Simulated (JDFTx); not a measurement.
# GaN (P6_3mc) in JDFTx: reference runs

Reference runs on GaN: the cell as given and a disturbed copy.

Program: JDFTx 1.7.0 (patched build). These are calculated values, not measurements. Logs are shortened: lines on timing, memory, paths and dates and some standing lists are left out, and cuts for length are marked. The log counts tension as positive stress, the text compression.

**Measured values to compare with.**

“Studying electronic properties in GaN without electrical contacts using γ-γ vs e−-γ Perturbed Angular Correlations”, 2019, pmc:6823545 quotes, for a bulk crystal of GaN: band gap 3.503 ± 0.005 eV (direct).

The results are compared with them further down.

### Step 1. Starting point

It takes space group P6_3mc (No. 186, hexagonal). The conventional cell has a = 3.180 Å, b = 3.180 Å, c = 5.166 Å, α = 90.00°, β = 90.00°, γ = 120.00°. Around Ga (site symmetry 3m) lie 4 N at 1.94 to 1.95 Å. Around N (site symmetry 3m) lie 4 Ga at 1.94 to 1.95 Å.

### Step 2. Single point, PBE

GaN.in reads:

```
lattice \
    6.0093290763    -3.0046645382     0.0000000000 \
    0.0000000000     5.2042316397     0.0000000000 \
    0.0000000000     0.0000000000     9.7623251598
coords-type Lattice
ion Ga     0.6666666667     0.3333333333     0.5000000000 1
ion Ga     0.3333333333     0.6666666667     0.0000000000 1
ion N      0.6666666667     0.3333333333     0.8750000000 1
ion N      0.3333333333     0.6666666667     0.3750000000 1

ion-species pseudo/Ga.upf
ion-species pseudo/N.upf
elec-cutoff 42 336
elec-ex-corr gga-PBE
kpoint-folding 10 10 5
elec-smearing Fermi 0.0018374661
elec-n-bands 25
electronic-SCF nIterations 100 energyDiffThreshold 1e-09
electronic-minimize nIterations 30 energyDiffThreshold 1e-7
converge-empty-states yes
forces-output-coords Cartesian

dump-name run.$VAR
dump End Ecomponents EigStats BandEigs Kpoints Forces Stress
```

Potentials or basis: PseudoDojo-SR-PBE-0.5-standard with smoothed tails.

Started as:

```sh
$ jdftx -c 1 -i GaN.in -o GaN.out
```

The log of the run:

```text
*************** JDFTx 1.7.0 (patched build) ***************

Input parsed successfully to the following command list (including defaults):
[... the input with its defaults ...]

---------- Setting up symmetries ----------

Found 24 point-group symmetries of the bravais lattice
Found 12 space-group symmetries with basis
Applied RMS atom displacement 3.46949e-10 bohrs to make symmetries exact.

---------- Initializing the Grid ----------
R =
[      6.00933     -3.00466            0  ]
[            0      5.20423            0  ]
[            0            0      9.76233  ]
unit cell volume = 305.306
G =
[    1.04557   0.603661         -0  ]
[          0    1.20732          0  ]
[          0         -0   0.643616  ]
Minimum fftbox size, Smin = [  52  52  84  ]
Chosen fftbox size, S = [  54  54  84  ]

---------- Initializing tighter grid for wavefunction operations ----------
R =
[      6.00933     -3.00466            0  ]
[            0      5.20423            0  ]
[            0            0      9.76233  ]
unit cell volume = 305.306
G =
[    1.04557   0.603661         -0  ]
[          0    1.20732          0  ]
[          0         -0   0.643616  ]
Minimum fftbox size, Smin = [  36  36  60  ]
Chosen fftbox size, S = [  36  36  60  ]

---------- Exchange Correlation functional ----------
Initalized PBE GGA exchange.
Initalized PBE GGA correlation.

---------- Setting up pseudopotentials ----------
Width of ionic core gaussian charges (only for fluid interactions / plotting) set to 0

Reading pseudopotential file 'pseudo/Ga.upf':
  'Ga' pseudopotential, 'PBE' functional
  Generated using ONCVPSP code by D. R. Hamann
  13 valence electrons, 3 orbitals, 6 projectors, 1001 radial grid points, with lMax = 2
    3D    l: 2   occupation: 10.0   eigenvalue: -0.703915
    4S    l: 0   occupation:  2.0   eigenvalue: -0.328859
    4P    l: 1   occupation:  1.0   eigenvalue: -0.094784
  Core radius for overlap checks: 1.84 bohrs.

Reading pseudopotential file 'pseudo/N.upf':
  'N' pseudopotential, 'PBE' functional
  Generated using ONCVPSP code by D. R. Hamann
  5 valence electrons, 2 orbitals, 4 projectors, 1001 radial grid points, with lMax = 1
    2S    l: 0   occupation:  2.0   eigenvalue: -0.682907
    2P    l: 1   occupation:  3.0   eigenvalue: -0.260548
  Core radius for overlap checks: 1.31 bohrs.

Initialized 2 species with 4 total atoms.

Folded 1 k-points by 10x10x5 to 500 k-points.

---------- Setting up k-points, bands, fillings ----------
Adding inversion symmetry to k-mesh for non-inversion-symmetric unit cell.
Reduced to 42 k-points under symmetry.
Computing the number of bands and number of electrons
Calculating initial fillings.
nElectrons:  36.000000   nBands: 25   nStates: 42

----- Setting up reduced wavefunction bases (one per k-point) -----
average nbasis = 3968.638 , ideal nbasis = 3969.208

---------- Setting up ewald sum ----------
Optimum gaussian width for ewald sums = 2.132122 bohr.
Real space sum over 1089 unit cells with max indices [  5  5  4  ]
Reciprocal space sum over 2873 terms with max indices [  6  6  8  ]

---------- Allocating electronic variables ----------
Initializing wave functions:  linear combination of atomic orbitals
Ga pseudo-atom occupations:   s ( 2 )  p ( 1 )  d ( 10 )
N pseudo-atom occupations:   s ( 2 )  p ( 3 )
	FillingsUpdate:  mu: +0.602834037  nElectrons: 36.000000
LCAOMinimize: Iter:   0  F: -153.9010861645930959  |grad|_K:  6.506e-03  alpha:  1.000e+00
	FillingsUpdate:  mu: +0.465570518  nElectrons: 36.000000
LCAOMinimize: Iter:   1  F: -154.1635575174763346  |grad|_K:  4.297e-04  alpha:  3.617e-01  linmin: -3.500e-01  cgtest:  9.403e-01
LCAOMinimize: Encountered beta<0, resetting CG.
[... 6 lines of inner loops ...]
	FillingsUpdate:  mu: +0.456946658  nElectrons: 36.000000
LCAOMinimize: Iter:   5  F: -154.1646208381155247  |grad|_K:  1.464e-08  alpha:  7.474e-01  linmin: -8.535e-02  cgtest:  1.658e-01
LCAOMinimize: Encountered beta<0, resetting CG.
LCAOMinimize: Converged (|Delta F|<1.000000e-06 for 2 iters).

-------- Electronic minimization -----------
Will mix electronic density at each iteration.
	FillingsUpdate:  mu: +0.456946658  nElectrons: 36.000000
	FillingsUpdate:  mu: +0.440719734  nElectrons: 36.000000
SCF: Cycle:  0   F: -154.255825012122955   dF: -9.120e-02   |Residual|: 8.632e-02   |deigs|: 3.504e-02
	FillingsUpdate:  mu: +0.433190822  nElectrons: 36.000000
SCF: Cycle:  1   F: -154.260835642687539   dF: -5.011e-03   |Residual|: 3.230e-02   |deigs|: 5.916e-03
	FillingsUpdate:  mu: +0.433874963  nElectrons: 36.000000
SCF: Cycle:  2   F: -154.261008140382700   dF: -1.725e-04   |Residual|: 1.327e-02   |deigs|: 1.170e-03
	FillingsUpdate:  mu: +0.434902804  nElectrons: 36.000000
SCF: Cycle:  3   F: -154.261034412574162   dF: -2.627e-05   |Residual|: 1.931e-03   |deigs|: 8.139e-04
	FillingsUpdate:  mu: +0.435132113  nElectrons: 36.000000
SCF: Cycle:  4   F: -154.261038158150683   dF: -3.746e-06   |Residual|: 4.524e-04   |deigs|: 5.548e-04
	FillingsUpdate:  mu: +0.435188410  nElectrons: 36.000000
SCF: Cycle:  5   F: -154.261038993894118   dF: -8.357e-07   |Residual|: 2.466e-04   |deigs|: 9.824e-05
	FillingsUpdate:  mu: +0.435222135  nElectrons: 36.000000
SCF: Cycle:  6   F: -154.261039267476178   dF: -2.736e-07   |Residual|: 5.045e-05   |deigs|: 7.439e-05
	FillingsUpdate:  mu: +0.435219105  nElectrons: 36.000000
SCF: Cycle:  7   F: -154.261039376724142   dF: -1.092e-07   |Residual|: 2.945e-05   |deigs|: 1.003e-04
	FillingsUpdate:  mu: +0.435216148  nElectrons: 36.000000
SCF: Cycle:  8   F: -154.261039415564454   dF: -3.884e-08   |Residual|: 1.589e-05   |deigs|: 1.588e-04
	FillingsUpdate:  mu: +0.435216435  nElectrons: 36.000000
SCF: Cycle:  9   F: -154.261039429651390   dF: -1.409e-08   |Residual|: 4.459e-06   |deigs|: 6.468e-05
	FillingsUpdate:  mu: +0.435216424  nElectrons: 36.000000
SCF: Cycle: 10   F: -154.261039435657437   dF: -6.006e-09   |Residual|: 2.228e-06   |deigs|: 6.961e-05
	FillingsUpdate:  mu: +0.435216305  nElectrons: 36.000000
SCF: Cycle: 11   F: -154.261039437537903   dF: -1.880e-09   |Residual|: 2.063e-06   |deigs|: 6.196e-05
	FillingsUpdate:  mu: +0.435216140  nElectrons: 36.000000
SCF: Cycle: 12   F: -154.261039438508817   dF: -9.709e-10   |Residual|: 1.289e-06   |deigs|: 1.018e-04
	FillingsUpdate:  mu: +0.435215951  nElectrons: 36.000000
SCF: Cycle: 13   F: -154.261039438758189   dF: -2.494e-10   |Residual|: 2.996e-07   |deigs|: 5.959e-05
SCF: Converged (|Delta E|<1.000000e-09 for 2 iters).

Setting wave functions to eigenvectors of Hamiltonian
Converging empty states (this may take a while): |deigs|: 1.104e-03

# Stress tensor in Cartesian coordinates [Eh/a0^3]:
[ -0.000230344            0            0  ]
[            0 -0.000230344            0  ]
[            0            0 -0.000302674  ]

# Ionic positions in lattice coordinates:
ion Ga   0.666666666666667   0.333333333333333   0.500000000000000 1
ion Ga   0.333333333333333   0.666666666666667   0.000000000000000 1
ion N   0.666666666666667   0.333333333333333   0.875000000000000 1
ion N   0.333333333333333   0.666666666666667   0.375000000000000 1

# Forces in Cartesian coordinates:
force Ga   0.000000000000000  -0.000000000000000  -0.002673370117827 1
force Ga   0.000000000000000  -0.000000000000000  -0.002673370117827 1
force N  -0.000000000000000   0.000000000000000   0.002672878687351 1
force N   0.000000000000000  -0.000000000000000   0.002672878687351 1

# Energy components:
   Eewald =     -117.0034741840094341
       EH =       43.5830350634311898
     Eloc =     -113.6486893448130928
      Enl =      -78.8557456777611492
      Exc =      -48.1550148890890668
 Exc_core =       19.4984063092210391
       KE =      140.3204432842635754
-------------------------------------
     Etot =     -154.2610394387569102
       TS =        0.0000000000012680
-------------------------------------
        F =     -154.2610394387581891

IonicMinimize: Iter:   0  F: -154.261039438758189  |grad|_K:  1.543e-03
IonicMinimize: None of the convergence criteria satisfied after 0 iterations.

#--- Lowdin population analysis ---
# oxidation-state Ga +0.844 +0.844
# oxidation-state N -0.813 -0.813

Dumping 'run.eigStats' ...
	eMin: -0.192500 at state 0 ( [ +0.000000 +0.000000 +0.000000 ] spin 0 )
	HOMO: +0.397003 at state 0 ( [ +0.000000 +0.000000 +0.000000 ] spin 0 )
	mu  : +0.435216
	LUMO: +0.470754 at state 0 ( [ +0.000000 +0.000000 +0.000000 ] spin 0 )
	eMax: +0.878765 at state 41 ( [ +0.300000 +0.300000 +0.400000 ] spin 0 )
	HOMO-LUMO gap: +0.073752
	Optical gap  : +0.073752 at state 0 ( [ +0.000000 +0.000000 +0.000000 ] spin 0 )
Done!
[note: mu as printed may lie anywhere between the filled and the empty levels]
```

Wall time 2.5 min (1 thread of Arm Neoverse V2, shared host); peak memory 0.25 GiB.

Results:

```
Free energy            : -4197.6567 eV
Pressure               : 7.5 GPa
Largest force          : 0.137 eV/Å
Band gap on the k mesh : 2.01 eV, direct
Loewdin charges        : Ga +0.84; N -0.81 e
```

Forces in eV/Å, atoms in the order of the input:
```
Ga   0.000  0.000 -0.137
Ga   0.000  0.000 -0.137
N    0.000  0.000  0.137
N    0.000  0.000  0.137
```

Levels at points of the mesh, in eV from the valence-band top:
| k point | band 16 | band 17 | band 18 | band 19 | band 20 |
| --- | --- | --- | --- | --- | --- |
| (0.00, 0.00, 0.00) | -0.06 | 0.00 | 0.00 | 2.01 | 4.34 |
| (0.00, 0.50, 0.00) | -2.77 | -2.25 | -0.98 | 5.11 | 5.64 |

### Step 3. Single point, PBE (atoms moved at random, drawn with an rms of 0.05 Å)

GaN.in: that of step 2 with these lines changed.

```diff
@@ -5,6 +5,6 @@
 coords-type Lattice
-ion Ga     0.6666666667     0.3333333333     0.5000000000 1
-ion Ga     0.3333333333     0.6666666667     0.0000000000 1
-ion N      0.6666666667     0.3333333333     0.8750000000 1
-ion N      0.3333333333     0.6666666667     0.3750000000 1
+ion Ga     0.6779320000     0.3377420000     0.4989470000 1
+ion Ga     0.3459920000     0.6697240000     0.0105920000 1
+ion N      0.6702470000     0.3425430000     0.8761860000 1
+ion N      0.3341970000     0.6529300000     0.3742130000 1
```

Potentials or basis: PseudoDojo-SR-PBE-0.5-standard with smoothed tails.

Started as:

```sh
$ jdftx -c 1 -i GaN.in -o GaN.out
```

The log of the run:

```text
*************** JDFTx 1.7.0 (patched build) ***************

Input parsed successfully to the following command list (including defaults):
[... the input with its defaults ...]

---------- Setting up symmetries ----------

Found 24 point-group symmetries of the bravais lattice
Found 1 space-group symmetries with basis
Applied RMS atom displacement 0 bohrs to make symmetries exact.

---------- Initializing the Grid ----------
R =
[      6.00933     -3.00466            0  ]
[            0      5.20423            0  ]
[            0            0      9.76233  ]
unit cell volume = 305.306
G =
[    1.04557   0.603661         -0  ]
[          0    1.20732          0  ]
[          0         -0   0.643616  ]
Minimum fftbox size, Smin = [  52  52  84  ]
Chosen fftbox size, S = [  54  54  84  ]

---------- Initializing tighter grid for wavefunction operations ----------
R =
[      6.00933     -3.00466            0  ]
[            0      5.20423            0  ]
[            0            0      9.76233  ]
unit cell volume = 305.306
G =
[    1.04557   0.603661         -0  ]
[          0    1.20732          0  ]
[          0         -0   0.643616  ]
Minimum fftbox size, Smin = [  36  36  60  ]
Chosen fftbox size, S = [  36  36  60  ]

---------- Exchange Correlation functional ----------
Initalized PBE GGA exchange.
Initalized PBE GGA correlation.

---------- Setting up pseudopotentials ----------
Width of ionic core gaussian charges (only for fluid interactions / plotting) set to 0

Reading pseudopotential file 'pseudo/Ga.upf':
[... 76 lines left out ...]
SCF: Cycle: 11   F: -154.258398925272445   dF: -3.104e-09   |Residual|: 2.076e-06   |deigs|: 1.143e-04
	FillingsUpdate:  mu: +0.436145028  nElectrons: 36.000000
SCF: Cycle: 12   F: -154.258398926345336   dF: -1.073e-09   |Residual|: 2.321e-06   |deigs|: 7.064e-05
	FillingsUpdate:  mu: +0.436145088  nElectrons: 36.000000
SCF: Cycle: 13   F: -154.258398926890635   dF: -5.453e-10   |Residual|: 3.330e-06   |deigs|: 1.270e-04
	FillingsUpdate:  mu: +0.436144858  nElectrons: 36.000000
SCF: Cycle: 14   F: -154.258398927048773   dF: -1.581e-10   |Residual|: 2.112e-06   |deigs|: 8.063e-05
SCF: Converged (|Delta E|<1.000000e-09 for 2 iters).

Setting wave functions to eigenvectors of Hamiltonian
Converging empty states (this may take a while): |deigs|: 4.377e-04

# Stress tensor in Cartesian coordinates [Eh/a0^3]:
[ -0.000286491  3.48674e-05  3.20204e-05  ]
[  3.48674e-05 -0.000136122  2.24942e-05  ]
[  3.20204e-05  2.24942e-05 -0.000394864  ]

# Ionic positions in lattice coordinates:
ion Ga   0.677932000000000   0.337742000000000   0.498947000000000 1
ion Ga   0.345992000000000   0.669724000000000   0.010592000000000 1
ion N   0.670247000000000   0.342543000000000   0.876186000000000 1
ion N   0.334197000000000   0.652930000000000   0.374213000000000 1

# Forces in Cartesian coordinates:
force Ga  -0.001702424591158  -0.010315024050975   0.009723319606078 1
force Ga  -0.008838725801933   0.003556355137607  -0.028328230166006 1
force N   0.009641588283081  -0.005065948900774   0.003879396988549 1
force N   0.000892461374800   0.011839484943933   0.014729855485136 1

# Energy components:
   Eewald =     -116.9331210526103320
       EH =       43.6395365636327881
     Eloc =     -113.7774665451190259
      Enl =      -78.8522656229726664
      Exc =      -48.1560564156499069
 Exc_core =       19.4984054289507149
       KE =      140.3225687167224862
-------------------------------------
     Etot =     -154.2583989270459313
       TS =        0.0000000000028402
-------------------------------------
        F =     -154.2583989270487734

IonicMinimize: Iter:   0  F: -154.258398927048773  |grad|_K:  1.151e-02
IonicMinimize: None of the convergence criteria satisfied after 0 iterations.

#--- Lowdin population analysis ---
# oxidation-state Ga +0.853 +0.835
# oxidation-state N -0.808 -0.819

Dumping 'run.eigStats' ...
	eMin: -0.195051 at state 0 ( [ +0.000000 +0.000000 +0.000000 ] spin 0 )
	HOMO: +0.400534 at state 0 ( [ +0.000000 +0.000000 +0.000000 ] spin 0 )
	mu  : +0.436144
	LUMO: +0.470074 at state 0 ( [ +0.000000 +0.000000 +0.000000 ] spin 0 )
	eMax: +0.884571 at state 194 ( [ +0.400000 +0.300000 -0.400000 ] spin 0 )
	HOMO-LUMO gap: +0.069540
	Optical gap  : +0.069540 at state 0 ( [ +0.000000 +0.000000 +0.000000 ] spin 0 )
Done!
[note: mu as printed may lie anywhere between the filled and the empty levels]
```

Wall time 16 min (1 thread of Arm Neoverse V2, shared host); peak memory 1.2 GiB.

Results:

```yaml
Free_energy: -4197.5849 eV
Pressure: 8.0 GPa
Largest_force: 1.537 eV/Å
Band_gap_on_the_k_mesh: 1.89 eV, direct
Loewdin_charges: Ga +0.85, +0.83; N -0.81, -0.82 e
```

Forces on the atoms (eV/Å):
```
Ga  -0.088 -0.530  0.500
Ga  -0.455  0.183 -1.457
N    0.496 -0.261  0.199
N    0.046  0.609  0.757
```

### Step 4. Comparison with measurements

Step 2. A measured gap of GaN is 3.503 eV (direct; quoted in “Studying electronic properties in GaN without electrical contacts using γ-γ vs e−-γ Perturbed Angular Correlations”, 2019, pmc:6823545); the calculated 2.01 eV misses it by -1.50 eV. Spin-orbit coupling on Ga is left out. The value is that of PBE, without temperature or zero-point motion. Semilocal functionals fall short of measured gaps as a rule.
